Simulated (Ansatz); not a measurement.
Debugging a relaxation of cell and ions of Sn, space group I4_1/amd (the Python package of Ansatz (0.2.0)).

Script `vcrelax_sn.py`:
```python
"""Variable-cell relaxation of Sn."""

import ansatz as az
from ase import Atoms
from ase.io import write
from ase.neighborlist import neighbor_list
import matplotlib.pyplot as plt
import numpy as np

def edges_and_angles(cell):
    cell = np.asarray(cell)
    a, b, c = np.linalg.norm(cell, axis=1)
    cosines = cell[1] @ cell[2] / (b * c), cell[0] @ cell[2] / (a * c), cell[0] @ cell[1] / (a * b)
    return (a, b, c, *np.degrees(np.arccos(cosines)))

lattice = az.Lattice.of(
    (-2.91964407, 2.91964407, 1.5938),
    (2.91964407, -2.91964407, 1.5938),
    (2.91964407, 2.91964407, -1.5938),
)
sites = [
    ("Sn", (0.0, 0.0, 0.0)),
    ("Sn", (0.75, 0.25, 0.5)),
]
crystal = az.Crystal(lattice=lattice)
for symbol, position in sites:
    crystal = crystal.atom(symbol, position)

# a pressure is positive in compression
model = (
    crystal.calculation()
    .kpoints(10, 10, 10)
    .basis(17 * az.rydberg)
    .occupations("fermi_dirac", width=50 * az.meV)
    .functional(az.Functional.PBE, dispersion="d3bjatm")
    .relax(force_tolerance=0.02, max_steps=30, pressure=10 * az.kbar)
    .density_of_states(method="smearing", broadening_width=0.2, nscf_kmesh_spacing=0.2)
    .band_table()
)
steps = []


def follow(event):
    if event["event"] != "relax_step":
        return
    row = event["data"]
    steps.append(row)
    print(f"step {row['step']:3d}  E = {row['lagrangian_ev']:.5f} eV  largest force component = {row['allowed_force_max_ev_ang']:.4f} eV/A  P = {row['pressure_gpa']:.3f} GPa")


res = model.session().plan(threads=1).execute(on_event=follow)
rep = res.report

first, last = steps[0], steps[-1]
symbols = [site.symbol for site in res.lattice.sites]
print(f"energy gained {first['lagrangian_ev'] - last['lagrangian_ev']:.4f} eV in {len(steps) - 1} steps")
for label, vectors in (("before", first["cell_ang"]), ("after", res.lattice.cell_ang)):
    print(label, "a b c (A) {:.4f} {:.4f} {:.4f}  angles {:.2f} {:.2f} {:.2f}".format(*edges_and_angles(vectors)), f" V = {abs(np.linalg.det(vectors)):.3f} A^3")
print("final stress xx yy zz (GPa, compression positive):", np.round(np.diag(rep["stress_gpa"]), 3) + 0.0)

relaxed = Atoms(symbols, positions=[site.position_ang for site in res.lattice.sites], cell=res.lattice.cell_ang, pbc=True)
write("relaxed.vasp", relaxed, format="vasp")

final = Atoms(symbols, positions=last["positions_ang"], cell=res.lattice.cell_ang, pbc=True)
i, j, d = neighbor_list("ijd", final, 4.5)
print("neighbours within 1.1 times the shortest distance of each atom (A)")
for atom in range(len(final)):
    near = [m for m in np.argsort(d) if i[m] == atom]
    shell = [m for m in near if d[m] < 1.1 * d[near[0]]]
    print(f"{symbols[atom]}{atom} ({len(shell)}):", ", ".join(f"{symbols[j[m]]} {d[m]:.3f}" for m in shell))

n_atoms = len(rep["lattice"]["sites"])
print("F =", round(rep["free_energy_ev"], 4), "eV for", n_atoms, "atoms")
print("E(sigma -> 0) =", round(rep["energy_sigma0_ev"], 4), "eV, TS =", round(rep["entropy_ts_ev"], 5), "eV")
print("closed by", rep["closed_by"], "after", rep["n_iterations"], "iterations")

dos = res.density_of_states()
energy = np.asarray(dos.energies_ev) - dos.fermi_ev
top = min(levels[-1] for levels in rep["eigenvalues_ev"]) - dos.fermi_ev  # the computed bands end here
fig, ax = plt.subplots(figsize=(5, 3.2))
for spin, channel in enumerate(dos.channels):
    ax.plot(energy, (-1) ** spin * np.asarray(channel.g_bin_mean_per_ev), lw=1)
ax.axvline(0, color="k", ls=":")
ax.set(xlim=(-6, min(8, top)), xlabel="E - E_F (eV)", ylabel="states/eV", title="Sn")
fig.tight_layout()
fig.savefig("dos.png", dpi=100)
print("states below E_F:", round(float(np.interp(0.0, energy, dos.spin_summed_integrated)), 3))
```

`python vcrelax_sn.py` gives:
```text
Traceback (most recent call last):
  File "vcrelax_sn.py", line 33, in <module>
    .basis(17 * az.rydberg)
                ^^^^^^^^^^
  ...
ansatz.errors.NameNotExported: module 'ansatz' has no attribute 'rydberg'
```
(Library frames cut from the traceback.)

Find the fault and give the corrected script.

The fault: the package has no unit of that spelling. The correction:

```diff
--- before
+++ after
@@ -32,3 +32,3 @@
     .kpoints(10, 10, 10)
-    .basis(17 * az.rydberg)
+    .basis(17 * az.Ha)
     .occupations("fermi_dirac", width=50 * az.meV)
```

The mended script runs so:

```console
$ python vcrelax_sn.py
step   1  E = -12049.07251 eV  largest force component = 0.0000 eV/A  P = 0.305 GPa
step   2  E = -12049.06928 eV  largest force component = 0.0000 eV/A  P = 1.353 GPa
step   3  E = -12049.07133 eV  largest force component = 0.0000 eV/A  P = 1.143 GPa
step   4  E = -12049.07248 eV  largest force component = 0.0000 eV/A  P = 0.986 GPa
step   5  E = -12049.07242 eV  largest force component = 0.0000 eV/A  P = 1.000 GPa
step   6  E = -12049.07236 eV  largest force component = 0.0000 eV/A  P = 0.999 GPa
energy gained -0.0001 eV in 5 steps
before a b c (A) 4.4259 4.4259 4.4259  angles 97.45 97.45 137.79  V = 54.344 A^3
after a b c (A) 4.4267 4.4267 4.4267  angles 97.18 97.18 138.58  V = 53.682 A^3
final stress xx yy zz (GPa, compression positive): [0.998 0.998 0.999]
neighbours within 1.1 times the shortest distance of each atom (A)
Sn0 (6): Sn 3.031, Sn 3.031, Sn 3.031, Sn 3.031, Sn 3.131, Sn 3.131
Sn1 (6): Sn 3.031, Sn 3.031, Sn 3.031, Sn 3.031, Sn 3.131, Sn 3.131
F = -12049.0724 eV for 2 atoms
E(sigma -> 0) = -12049.0688 eV, TS = 0.00712 eV
closed by deck_thresholds after 5 iterations
states below E_F: 28.001
```

It writes `relaxed.vasp`:
```text
Sn
 1.0000000000000000
    -2.9278940568272218    2.9278940568272218    1.5655320061100919
     2.9278940568272218   -2.9278940568272218    1.5655320061100919
     2.9278940568272218    2.9278940568272218   -1.5655320061100919
 Sn
   2
Cartesian
  0.0000000000000000  0.0000000000000000  0.0000000000000000
  0.0000000000000002  2.9278940568272214  0.7827660030550460
```

Reading the output:
- Total energies depend on the potentials; only differences at equal settings carry meaning. A total without «per atom» is that of the whole cell that was run.
- Forces vanish by symmetry, so the ions can't move, and the end may be a saddle.
- Part of the cell is held or a pressure is applied, so the end point needn't be the zero-pressure lattice.
- At a fixed pressure a relaxation lowers the enthalpy F + PV, while F alone can rise.
- Dispersion corrections can be off by several per cent in the lattices of metals, and by several GPa in the pressure at a fixed cell.
- The count of states below the Fermi level is interpolated on the energy grid.
- Energies along a relaxation are free energies. Rows at an unchanged volume are solved on a plane-wave basis chosen afresh for that cell, so the energy can jump there; the script counts such rows among its steps.
- Edges and angles are those of the cell as typed, here a primitive one, not of the conventional cell.
- Symmetry holds the cell in this phase, whether or not it is the stable one at this pressure.
- The computed bands are complete only to about 2.7 eV above the Fermi level; beyond that the density of states is undercounted.
- Finished in 44 s on 1 thread of Arm Neoverse V1, on a shared host, peak memory 0.54 GiB.
